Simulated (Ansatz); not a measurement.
# Te2Mo: how the settings move a single-point run

Question: which choices in the input matter for Te2Mo? The cell is built on a prototype (rutile) and needn't be the phase found in nature.

Computed with Ansatz 0.2.0 (reference: DFT, PBE, plane waves, PAW, unless a step's input says otherwise).

3 further runs of the same task are left out: 1 for a known fault of the program, 2 that didn't finish.

### Step 1. The structure to begin with

Symmetry: P4_2/mnm, No. 136, tetragonal system. Conventional cell: a = 6.642 Å, b = 6.642 Å, c = 3.627 Å, α = 90.00°, β = 90.00°, γ = 90.00°. Mo (site symmetry mmm) is surrounded by 6 Te at 2.69 to 2.71 Å. Te (site symmetry m2m) is surrounded by 3 Mo at 2.69 to 2.71 Å.

Structure file:

```
CELL_PARAMETERS angstrom
6.64198 0.00000 0.00000
0.00000 6.64198 0.00000
0.00000 0.00000 3.62748
ATOMIC_POSITIONS crystal
Mo 0.00000 0.00000 0.00000
Mo 0.50000 0.50000 0.50000
Te 0.28632 0.28632 0.00000
Te 0.21368 0.78632 0.50000
Te 0.78632 0.21368 0.50000
Te 0.71368 0.71368 0.00000
```

### Step 2. Baseline

input.yaml reads:

```yaml
crystal:
  lattice:
    - [6.6419834218, 0.0, 0.0]
    - [0.0, 6.6419834218, 0.0]
    - [0.0, 0.0, 3.6274815994]
  atoms:
    - { symbol: Mo, position: [0.0, 0.0, 0.0] }
    - { symbol: Mo, position: [0.5, 0.5, 0.5] }
    - { symbol: Te, position: [0.2863161999, 0.2863161999, 0.0] }
    - { symbol: Te, position: [0.2136838001, 0.7863161999, 0.5] }
    - { symbol: Te, position: [0.7863161999, 0.2136838001, 0.5] }
    - { symbol: Te, position: [0.7136838001, 0.7136838001, 0.0] }
kpoints:
  mp_grid: { grid: [4, 4, 6] }
hamiltonian:
  xc: pbe
scf:
  occupations: { method: fermi_dirac, width: 0.02 }
  n_extra_bands: 5
output:
  forces: true
  stress: true
  eigenvalues: true
```

Started as:

```
$ ansatz run input.yaml --threads 4 --pin off --max-ram 4608MiB --backend cpu --events-out ev --progress --plain --runs-dir out
```

### Step 3. Changed: mp_grid.grid [2, 2, 4], xc hse06, occupations.method methfessel_paxton, occupations.width 0.001

Changes to input.yaml since step 2:

```diff
@@ -13,7 +13,7 @@
 kpoints:
-  mp_grid: { grid: [4, 4, 6] }
+  mp_grid: { grid: [2, 2, 4] }
 hamiltonian:
-  xc: pbe
+  xc: hse06
 scf:
-  occupations: { method: fermi_dirac, width: 0.02 }
+  occupations: { method: methfessel_paxton, width: 0.001 }
   n_extra_bands: 5
```

What does the calculation give? Wanted: for each run, ending; energy change; pressure; gap; force.

As calculated:

```tsv
run	ending	energy change	pressure (GPa)	gap (eV)	force (eV/Å)	cycles	time
reference	converged	-	0.8	0.00	0.02	7	6.4 s
1: mp_grid.grid [2, 2, 4], xc hse06, occupations.method methfessel_paxton, occupations.width 0.001	converged	not comparable	-2.3	0.00	0.02	58	100 s
```

Residual by cycle in the longest SCF loop of each run; runs are numbered as in the table. The quantity is the density residual dr2, in eV.

```tsv
cycle	reference	run 1
1	0.0348	4.7e-6
2	0.0104	3.2e-6
4	2.3e-4	3.2e-6
5	4.7e-6	2.2e-6
6	6.0e-7	5.7e-7
8	-	4.1e-7
9	-	2.9e-7
11	-	8.5e-8
12	-	5.7e-8
13	-	1.2e-8
15	-	2.7e-9
16	-	1.8e-11
```

What this shows: Total energies don't compare across a change of functional; the pressure goes from 0.8 to -2.3 GPa. The k-point mesh and smearing changed too. Cost: 58 SCF cycles against 7, 100 s against 6.4 s. The reference has no spin polarisation; with Mo present, a magnetic state may lie lower.
